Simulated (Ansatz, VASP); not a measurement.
This is a calculation of Ta for VASP 6.6.1. 

File INCAR:

```
PREC = Accurate ; ENCUT = 520
EDIFF = 1E-7 ; ISMEAR = -1
SIGMA = 0.05 ; LREAL = F
LASPH = T ; NELM = 60
ALGO = Normal ; ISIF = 2
LWAVE = F ; LCHARG = F
GGA = PS ; NBANDS = 12
```

File KPOINTS:

```
Automatic mesh
0
Gamma
  11 11 11
```

File POSCAR:

```
Ta
1.0
   -1.6512800000      1.6512800000      1.6512800000
    1.6512800000     -1.6512800000      1.6512800000
    1.6512800000      1.6512800000     -1.6512800000
Ta
1
Direct
    0.0000000000      0.0000000000      0.0000000000
```

Potentials or basis: VASP PAW PBE potentials, release 64 (Ta_pv).

The run is started by

```bash
$ cat potpaw_PBE.64/Ta_pv/POTCAR > POTCAR
$ mpirun -np 1 vasp_std > vasp.out
```

Set up the same calculation for Ansatz 0.2.0. Potentials or basis there: Ansatz PAW, cutoff 420 eV.

As run (cutoffs and basis follow the program's own potentials, and thresholds, step limits or extra output files can differ):

The input input.yaml:

```yaml
crystal:
  lattice:
    - [-1.65128, 1.65128, 1.65128]
    - [1.65128, -1.65128, 1.65128]
    - [1.65128, 1.65128, -1.65128]
  atoms:
    - { symbol: Ta, position: [0.0, 0.0, 0.0] }
hamiltonian:
  xc: pbesol
  pseudopotentials: { kind: paw }
kpoints:
  mp_grid: { grid: [11, 11, 11] }
scf:
  occupations: { method: fermi_dirac, width: 0.05 }
output:
  forces: true
  stress: true
  eigenvalues: true
```

Potentials or basis: Ansatz PAW.

Command:

```sh
$ ansatz run input.yaml --threads 1 --pin off --max-ram 3584MiB --backend cpu --events-out ev --progress --plain --runs-dir out
```

Both were run:

|  | VASP | Ansatz |
| --- | --- | --- |
| Pressure | -4.2 GPa | -4.3 GPa |

Ansatz's pressure holds a Pulay term of +0.05 GPa for its cutoff of 420 eV, which the other run lacks.

The potentials hold 11 and 13 valence electrons a cell.

VASP's potentials were made for PBE. Ansatz's potentials were made for PBE.

Where Ansatz's input types no cutoff or centring, it takes its own default and a Γ-centred mesh.

Pressure is positive in compression.
